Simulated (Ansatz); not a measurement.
# HfN: the cost of one run

Program: Ansatz 0.2.0. Level of theory: DFT PBEsol, scalar-relativistic, plane waves, PAW. These are calculated values, not measurements.

**1. The starting structure**

It takes space group Fm-3m (No. 225, cubic). Conventional cell: a = 4.518 Å, b = 4.518 Å, c = 4.518 Å, α = 90.00°, β = 90.00°, γ = 90.00°. Around Hf (site symmetry m-3m) lie 6 N at 2.26 Å. N (site symmetry m-3m) is surrounded by 6 Hf at 2.26 Å.

Coordinates:

```cif
data_structure
_symmetry_space_group_name_H-M 'Fm-3m'
_symmetry_Int_Tables_number 225
_cell_length_a 4.5180
_cell_length_b 4.5180
_cell_length_c 4.5180
_cell_angle_alpha 90.000
_cell_angle_beta 90.000
_cell_angle_gamma 90.000
_cell_volume 92.22
loop_
_atom_site_label
_atom_site_type_symbol
_atom_site_symmetry_multiplicity
_atom_site_Wyckoff_symbol
_atom_site_fract_x
_atom_site_fract_y
_atom_site_fract_z
_atom_site_occupancy
Hf1 Hf 4 a 0.00000 0.00000 0.00000 1
N1 N 4 b 0.50000 0.00000 0.00000 1
```

No relaxation comes first: the listed cell is the starting point.

**2. Zero of energy**

The reference gives a free energy of -15980.2489 eV, pressure -3.02 GPa, largest force 0.000 eV/Å and gap on the mesh none (metal). It was computed beforehand with the settings of the runs below.

**3. Setting up a sublattice displacement scan**

Every N atom is moved by x along the Cartesian unit vector (0.000, -0.707, -0.707); the cell and all other atoms stay fixed. Forces below are components along that vector, summed over the moved atoms.

**4. Point x = -0.200 Å**

input.yaml

```yaml
crystal:
  lattice:
    - [0.0, 2.259, 2.259]
    - [2.259, 0.0, 2.259]
    - [2.259, 2.259, 0.0]
  atoms:
    - { symbol: Hf, position: [0.0, 0.0, 0.0] }
    - { symbol: "N", position: [0.562603522, 0.5, 0.5] }
basis:
  ecutwfc: 420
kpoints:
  mp_grid: { grid: [18, 18, 18] }
hamiltonian:
  xc: pbesol
scf:
  occupations: { method: gaussian, width: 0.15 }
output:
  forces: true
  stress: true
  eigenvalues: true
  write_density: true
  write_potential: true
  elf: true
  volumetric_format: npy
```

On the command line:

```bash
> ansatz run input.yaml --threads 1 --pin off --max-ram 2560MiB --backend cpu --events-out ev --progress --plain --runs-dir out
```

What time and memory should one allow on 1 thread of Intel Xeon Platinum 8259CL at 2.50GHz (Skylake/Cascade Lake), shared host?

About 58 s, with a peak of 0.7 GiB.
